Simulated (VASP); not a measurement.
# BaO (Fm-3m) in VASP: band structure with PBEsol

Aim: the band structure of BaO with PBEsol.

All numbers are computed with VASP 6.6.1; they aren't measurements. Logs are shortened: lines on timing, memory, paths and dates and some standing lists are left out, and cuts for length are marked.

**1. The crystal as given**

The structure is cubic, space group Fm-3m (No. 225). The conventional cell has a = 5.532 Å, b = 5.532 Å, c = 5.532 Å, α = 90.00°, β = 90.00°, γ = 90.00°. Ba (site symmetry m-3m) is surrounded by 6 O at 2.77 Å. Around O (site symmetry m-3m) lie 6 Ba at 2.77 Å.

The cell was built by a generator and needn't be a form met in nature.

**2. Band structure, PBEsol**

The input, POSCAR:

```
BaO                                     
1.0
   -0.0000000000      2.7660130570      2.7660130570
    2.7660130570     -0.0000000000      2.7660130570
    2.7660130570      2.7660130570      0.0000000000
  Ba              O             
     1     1
Direct
     0.0000000000000000    0.0000000000000000    0.0000000000000000
     0.5000000000000000    0.5000000000000000    0.5000000000000000
```

The input, INCAR.step1:

```
SYSTEM = BaO
PREC     = Accurate       ! precision mode
ENCUT    = 520            ! plane-wave cutoff, eV
EDIFF    = 1E-6           ! SCF threshold, eV
ISMEAR   = 0              ! smearing method
SIGMA    = 0.02           ! smearing width, eV
LREAL    = .FALSE.        ! projectors in reciprocal space
LASPH    = .TRUE.         ! aspherical terms in the spheres
NELM     = 100            ! most SCF steps
ALGO     = Normal         ! electronic algorithm
ISIF     = 2              ! what is computed and relaxed
LWAVE    = .FALSE.        ! write WAVECAR
LCHARG   = .TRUE.         ! write CHGCAR
GGA      = PS             ! functional
NBANDS   = 15             ! bands
```

The input, KPOINTS.step1:

```
Automatic mesh
0
G
  8 8 8
  0 0 0
```

The input, INCAR.step2:

```
SYSTEM = BaO
PREC     = Accurate       ! precision mode
ENCUT    = 520            ! plane-wave cutoff, eV
EDIFF    = 1E-6           ! SCF threshold, eV
ISMEAR   = 0              ! smearing method
SIGMA    = 0.05           ! smearing width, eV
LREAL    = .FALSE.        ! projectors in reciprocal space
LASPH    = .TRUE.         ! aspherical terms in the spheres
NELM     = 100            ! most SCF steps
ALGO     = Normal         ! electronic algorithm
ISIF     = 2              ! what is computed and relaxed
LWAVE    = .FALSE.        ! write WAVECAR
LCHARG   = .FALSE.        ! write CHGCAR
GGA      = PS             ! functional
NBANDS   = 15             ! bands
ICHARG   = 11             ! starting density
```

The input, KPOINTS.step2:

```
path GXWKGLUWLK,UX
10
line-mode
reciprocal
 0.0000000000  0.0000000000  0.0000000000  G
 0.5000000000  0.0000000000  0.5000000000  X

 0.5000000000  0.0000000000  0.5000000000  X
 0.5000000000  0.2500000000  0.7500000000  W

 0.5000000000  0.2500000000  0.7500000000  W
 0.3750000000  0.3750000000  0.7500000000  K

 0.3750000000  0.3750000000  0.7500000000  K
 0.0000000000  0.0000000000  0.0000000000  G

 0.0000000000  0.0000000000  0.0000000000  G
 0.5000000000  0.5000000000  0.5000000000  L

 0.5000000000  0.5000000000  0.5000000000  L
 0.6250000000  0.2500000000  0.6250000000  U

 0.6250000000  0.2500000000  0.6250000000  U
 0.5000000000  0.2500000000  0.7500000000  W

 0.5000000000  0.2500000000  0.7500000000  W
 0.5000000000  0.5000000000  0.5000000000  L

 0.5000000000  0.5000000000  0.5000000000  L
 0.3750000000  0.3750000000  0.7500000000  K

 0.6250000000  0.2500000000  0.6250000000  U
 0.5000000000  0.0000000000  0.5000000000  X
```

Potentials or basis: VASP PAW PBE potentials, release 64 (Ba_sv, O).

Command:

```console
cat potpaw_PBE.64/Ba_sv/POTCAR potpaw_PBE.64/O/POTCAR > POTCAR
cp INCAR.step1 INCAR
cp KPOINTS.step1 KPOINTS
mpirun -np 1 vasp_std > vasp.out
cp INCAR.step2 INCAR
cp KPOINTS.step2 KPOINTS
mpirun -np 1 vasp_std > vasp.out
```

OUTCAR:

```text
SYSTEM = BaO
   PREC = Accurate
   ENCUT = 520
   EDIFF = 1E-6
   ISMEAR = 0
   LREAL = .FALSE.
   LASPH = .TRUE.
   NELM = 100
   ISIF = 2
   GGA = PS
   ICHARG = 11

 ion  position               nearest neighbor table
   1  0.000  0.000  0.000-   2 2.77   2 2.77   2 2.77   2 2.77   2 2.77   2 2.77
   2  0.500  0.500  0.500-   1 2.77   1 2.77   1 2.77   1 2.77   1 2.77   1 2.77

  LATTYP: Found a face centered cubic cell.
 ALAT       =     5.5320261140

  Lattice vectors:

 A1 = (   0.0000000000,   2.7660130570,   2.7660130570)
 A2 = (   2.7660130570,   0.0000000000,   2.7660130570)
 A3 = (   2.7660130570,   2.7660130570,   0.0000000000)

Analysis of symmetry for initial positions (statically):
=====================================================================
 Subroutine PRICEL returns:
 Original cell was already a primitive cell.

 Routine SETGRP: Setting up the symmetry group for a
 face centered cubic supercell.

 Subroutine GETGRP returns: Found 48 space group operations
 (whereof 48 operations were pure point group operations)
 out of a pool of 48 trial point group operations.

The static configuration has the point symmetry O_h .

Analysis of symmetry for dynamics (positions and initial velocities):
=====================================================================
 Subroutine PRICEL returns:
 Original cell was already a primitive cell.

 Routine SETGRP: Setting up the symmetry group for a
 face centered cubic supercell.

 Subroutine GETGRP returns: Found 48 space group operations
 (whereof 48 operations were pure point group operations)
 out of a pool of 48 trial point group operations.

The dynamic configuration has the point symmetry O_h .

 Subroutine INISYM returns: Found 48 space group operations
 (whereof 48 operations are pure point group operations),
 and found     1 'primitive' translations

----------------------------------------------------------------------------------------

                                     Primitive cell

  volume of cell :      42.3246

  direct lattice vectors                    reciprocal lattice vectors
     0.000000000  2.766013057  2.766013057    -0.180765596  0.180765596  0.180765596
     2.766013057  0.000000000  2.766013057     0.180765596 -0.180765596  0.180765596
     2.766013057  2.766013057  0.000000000     0.180765596  0.180765596 -0.180765596

  length of vectors
     3.911733179  3.911733179  3.911733179     0.313095197  0.313095197  0.313095197

  position of ions in fractional coordinates (direct lattice)
     0.000000000  0.000000000  0.000000000
     0.500000000  0.500000000  0.500000000

  ion indices of the primitive-cell ions
   primitive index   ion index
                 1           1
                 2           2

----------------------------------------------------------------------------------------

 KPOINTS: path GXWKGLUWLK,UX

Interpolating k-points between supplied coordinates.

 Line segments in fractional coordinates (reciprocal lattice):
    0.000000  0.000000  0.000000  ...  0.500000  0.000000  0.500000
    0.500000  0.000000  0.500000  ...  0.500000  0.250000  0.750000
    0.500000  0.250000  0.750000  ...  0.375000  0.375000  0.750000
    0.375000  0.375000  0.750000  ...  0.000000  0.000000  0.000000
    0.000000  0.000000  0.000000  ...  0.500000  0.500000  0.500000
    0.500000  0.500000  0.500000  ...  0.625000  0.250000  0.625000
    0.625000  0.250000  0.625000  ...  0.500000  0.250000  0.750000
    0.500000  0.250000  0.750000  ...  0.500000  0.500000  0.500000
    0.500000  0.500000  0.500000  ...  0.375000  0.375000  0.750000
    0.625000  0.250000  0.625000  ...  0.500000  0.000000  0.500000

 Generated    10 points on each line segment, for a total of    100 k-points:

 Following reciprocal coordinates:
            Coordinates               Weight
  0.000000  0.000000  0.000000      0.010000
  0.055556  0.000000  0.055556      0.010000
  0.111111  0.000000  0.111111      0.010000
  0.166667  0.000000  0.166667      0.010000
  0.222222  0.000000  0.222222      0.010000
  0.277778  0.000000  0.277778      0.010000
[... 16 lines left out ...]
  0.472222  0.277778  0.750000      0.010000
  0.458333  0.291667  0.750000      0.010000
 [... further k-points ...]
   k-points           NKPTS =    100   k-points in BZ     NKDIM =    100   number of bands    NBANDS=     15
   number of dos      NEDOS =    301   number of ions     NIONS =      2
   total plane-waves  NPLWV =  27000
   dimension x,y,z NGX =    30 NGY =   30 NGZ =   30
   dimension x,y,z NGXF=    60 NGYF=   60 NGZF=   60
   ions per type =               1   1
   NGX,Y,Z   is equivalent  to a cutoff of  12.75, 12.75, 12.75 a.u.
   NGXF,Y,Z  is equivalent  to a cutoff of  25.50, 25.50, 25.50 a.u.
 SYSTEM =  BaO
   PREC   = accura    normal or accurate (medium, high low for compatibility)
   ISTART =      0    job   : 0-new  1-cont  2-samecut
   ICHARG =     11    charge: 1-file 2-atom 10-const
   ISPIN  =      1    spin polarized calculation?
   LNONCOLLINEAR =      F non collinear calculations
   LSORBIT =      F    spin-orbit coupling
   LASPH  =      T    aspherical Exc in radial PAW
   ENCUT  =  520.0 eV  38.22 Ry    6.18 a.u.   7.27  7.27  7.27*2*pi/ulx,y,z
   NELM   =    100;   NELMIN=  2; NELMDL=  0     # of ELM steps
   EDIFF  = 0.1E-05   stopping-criterion for ELM
   LREAL  =      F    real-space projection
   EDIFFG = 0.1E-04   stopping-criterion for IOM
   NSW    =      0    number of steps for IOM
   IBRION =     -1    ionic relax: 0-MD 1-quasi-New 2-CG
   NFREE  =      0    steps in history (QN), initial steepest desc. (CG)
   ISIF   =      2    stress and relaxation
   ISYM   =      2    0-nonsym 1-usesym 2-fastsym
   POTIM  = 0.5000    time-step for ionic-motion
   TEBEG  =    0.0;   TEEND  =   0.0 temperature during run
   PSTRESS=    0.0 pullay stress
   NELECT =      16.0000    total number of electrons
   NUPDOWN=      -1.0000    fix difference up-down
   EMIN   =  10.00;   EMAX   =-10.00  energy-range for DOS
   EFERMI =   0.00;   METHOD = LEGACY
   ISMEAR =     0;   SIGMA  =   0.05  broadening in eV -4-tet -1-fermi 0-gaus
   EFERMI_NEDOS =   21; number of points for ismear=-14 and -15
   IALGO  =     38    algorithm
   IMIX   =      4    mixing-type and parameters
     AMIX     =   0.40;   BMIX     =  1.00
     AMIX_MAG =   1.60;   BMIX_MAG =  1.00
  volume/ion in A,a.u.               =      21.16       142.81
  Fermi-wavevector in a.u.,A,eV,Ry     =   1.183724  2.236915 19.064530  1.401203
  Thomas-Fermi vector in A             =   2.319953
   LORBIT       =      0    0 simple, 1 ext, 2 COOP (PROOUT), +10 PAW based schemes
   GGA     = PS    functional components
   LHFCALC =     F    Hartree Fock is set to
   AEXX    =    0.0000 exact exchange contribution
   IVDW    =     0    specifies the selected vdW correction
   LEPSILON=     F    determine dielectric tensor
   LRPA    =     F    only Hartree local field effects (RPA)
 non-spin polarized calculation
 Gauss-broadening in eV      SIGMA  =   0.05
  energy-cutoff  :      520.00
  volume of cell :       42.32
 maximum number of plane-waves:      1159
 NGX is ok and might be reduce to    30

 number of electron      15.9999998 magnetization

 Free energy of the ion-electron system (eV)
  ---------------------------------------------------
  ext. energy  EPLUGINS =         0.00000000
  ---------------------------------------------------
  free energy    TOTEN  =       -11.85863052 eV

  energy without entropy =      -11.85863052  energy(sigma->0) =      -11.85863052

 E-fermi :   1.9927     XC(G=0):  -9.8722

 val. band max:        1.7315046373   @ k =   0.5000   0.0000   0.5000
 cond. band min:       3.5871950804   @ k =   0.5000   0.0000   0.5000
 fundamental gap:      1.8556904430
 Fermi energy:         1.9926953953

 k-point     1 :       0.0000    0.0000    0.0000
  band No.  band energies     occupation
      1     -24.1095      2.00000
      2     -13.2078      2.00000
      3      -8.5913      2.00000
      4      -8.5913      2.00000
      5      -8.5913      2.00000
      6       1.3688      2.00000
      7       1.3688      2.00000
      8       1.3688      2.00000
      9       5.1136      0.00000
     10       6.3634      0.00000
     11       6.3634      0.00000
     12       6.3634      0.00000
     13       8.6603      0.00000
     14       8.6603      0.00000
     15      11.4909      0.00000

 k-point     2 :       0.0556    0.0000    0.0556
  band No.  band energies     occupation
      1     -24.0994      2.00000
      2     -13.2373      2.00000
      3      -8.6108      2.00000
      4      -8.6108      2.00000
      5      -8.5754      2.00000
      6       1.1766      2.00000
      7       1.3614      2.00000
      8       1.3614      2.00000
      9       5.2927      0.00000
     10       6.2030      0.00000
     11       6.4959      0.00000
     12       6.4959      0.00000
     13       8.7043      0.00000
     14       8.8382      0.00000
     15      11.7661      0.00000

 k-point     3 :       0.1111    0.0000    0.1111
  band No.  band energies     occupation
      1     -24.0700      2.00000
      2     -13.3129      2.00000
      3      -8.6663      2.00000
      4      -8.6663      2.00000
      5      -8.5543      2.00000
      6       0.7715      2.00000
      7       1.3470      2.00000
      8       1.3470      2.00000
      9       5.6945      0.00000
     10       5.8063      0.00000
     11       6.8778      0.00000
     12       6.8778      0.00000
     13       8.8343      0.00000
     14       9.3160      0.00000
     15      12.5065      0.00000
[... 343 lines left out ...]
 k-point    23 :       0.4722    0.2778    0.7500
  band No.  band energies     occupation
      1     -23.7676      2.00000
      2     -13.5920      2.00000
      3      -9.7653      2.00000
      4      -9.5899      2.00000
      5      -8.6809      2.00000
      6       0.3875      2.00000
      7       1.4585      2.00000
      8       1.5416      2.00000
      9       5.7995      0.00000
     10       6.7745      0.00000
     11       8.5760      0.00000
     12      11.4610      0.00000
     13      11.5009      0.00000
     14      13.4385      0.00000
     15      14.7490      0.00000

 k-point    24 :       0.4583    0.2917    0.7500
  band No.  band energies     occupation
      1     -23.7687      2.00000
      2     -13.5931      2.00000
      3      -9.7964      2.00000
      4      -9.5251      2.00000
      5      -8.7053      2.00000
      6       0.4208      2.00000
      7       1.4037      2.00000
      8       1.5516      2.00000
      9       5.6069      0.00000
     10       7.0427      0.00000
     11       8.5931      0.00000
     12      11.3281      0.00000
     13      11.4671      0.00000
     14      13.4123      0.00000
     15      14.7207      0.00000

 [... further k-points ...]

------------------------ aborting loop because EDIFF is reached ----------------------------------------

  FORCE on cell =-STRESS in cart. coord.  units (eV):
  Direction    XX          YY          ZZ          XY          YZ          ZX
  --------------------------------------------------------------------------------------
  -------------------------------------------------------------------------------------
  Total        3.0615670      3.0615670      3.0615670      0.0000000      0.0000000     -0.0000000
  in kB      115.8941946    115.8941946    115.8941946      0.0000000      0.0000000     -0.0000000
  external PRESSURE =     115.8941946 kB  Pullay stress =       0.0000000 kB

 VOLUME and BASIS-vectors are now :
 -----------------------------------------------------------------------------
  energy-cutoff  :      520.00
  volume of cell :       42.32
      direct lattice vectors                 reciprocal lattice vectors
     0.000000000  2.766013057  2.766013057    -0.180765596  0.180765596  0.180765596
     2.766013057  0.000000000  2.766013057     0.180765596 -0.180765596  0.180765596
     2.766013057  2.766013057  0.000000000     0.180765596  0.180765596 -0.180765596

 POSITION                                       TOTAL-FORCE (eV/Angst)
 -----------------------------------------------------------------------------------
      0.00000      0.00000      0.00000        -0.000000      0.000000      0.000000
      2.76601      2.76601      2.76601         0.000000     -0.000000     -0.000000
 -----------------------------------------------------------------------------------
    total drift:                                0.000000      0.000000      0.000000

  FREE ENERGIE OF THE ION-ELECTRON SYSTEM (eV)
  ---------------------------------------------------
  free  energy   TOTEN  =       -11.8586305239 eV

  energy  without entropy=      -11.8586305239  energy(sigma->0) =      -11.85863052
```

It took 36 s on 1 thread of Intel Xeon Platinum 8488C (Sapphire Rapids), shared host; peak memory 0.2 GiB.

Results:

```
Band gap on the k mesh  : 1.86 eV, direct
Band gap along the path : 1.86 eV, direct
```

Levels at the corners of the path, in eV from the valence-band top:
| point | band 5 | band 6 | band 7 | band 8 | band 9 | band 10 | band 11 | band 12 |
| --- | --- | --- | --- | --- | --- | --- | --- | --- |
| Γ | -10.32 | -0.36 | -0.36 | -0.36 | 3.38 | 4.63 | 4.63 | 4.63 |
| X | -10.93 | -0.17 | -0.17 | 0.00 | 1.86 | 5.94 | 8.92 | 9.24 |
| X | -10.93 | -0.17 | -0.17 | 0.00 | 1.86 | 5.94 | 8.92 | 9.24 |
| W | -10.39 | -1.37 | -0.21 | -0.21 | 4.53 | 4.53 | 6.83 | 9.80 |
| W | -10.39 | -1.37 | -0.21 | -0.21 | 4.53 | 4.53 | 6.83 | 9.80 |
| K | -10.76 | -0.97 | -0.76 | -0.15 | 3.32 | 6.49 | 6.98 | 8.65 |
| K | -10.76 | -0.97 | -0.76 | -0.15 | 3.32 | 6.49 | 6.98 | 8.65 |
| Γ | -10.32 | -0.36 | -0.36 | -0.36 | 3.38 | 4.63 | 4.63 | 4.63 |
| Γ | -10.32 | -0.36 | -0.36 | -0.36 | 3.38 | 4.63 | 4.63 | 4.63 |
| L | -10.45 | -2.07 | -1.52 | -1.52 | 4.86 | 7.16 | 7.16 | 8.03 |
| L | -10.45 | -2.07 | -1.52 | -1.52 | 4.86 | 7.16 | 7.16 | 8.03 |
| U | -10.76 | -0.97 | -0.76 | -0.15 | 3.32 | 6.49 | 6.98 | 8.65 |
| U | -10.76 | -0.97 | -0.76 | -0.15 | 3.32 | 6.49 | 6.98 | 8.65 |
| W | -10.39 | -1.37 | -0.21 | -0.21 | 4.53 | 4.53 | 6.83 | 9.80 |
| W | -10.39 | -1.37 | -0.21 | -0.21 | 4.53 | 4.53 | 6.83 | 9.80 |
| L | -10.45 | -2.07 | -1.52 | -1.52 | 4.86 | 7.16 | 7.16 | 8.03 |
| L | -10.45 | -2.07 | -1.52 | -1.52 | 4.86 | 7.16 | 7.16 | 8.03 |
| K | -10.76 | -0.97 | -0.76 | -0.15 | 3.32 | 6.49 | 6.98 | 8.65 |
| U | -10.76 | -0.97 | -0.76 | -0.15 | 3.32 | 6.49 | 6.98 | 8.65 |
| X | -10.93 | -0.17 | -0.17 | 0.00 | 1.86 | 5.94 | 8.92 | 9.24 |

Caveat: the log is that of the step along the path at fixed density, whose energy, stress, charges and moments have no meaning; the PAW data sets were made with another functional, which shifts forces and pressure a little; spin-orbit coupling is left out, which moves the levels of the heavy elements.
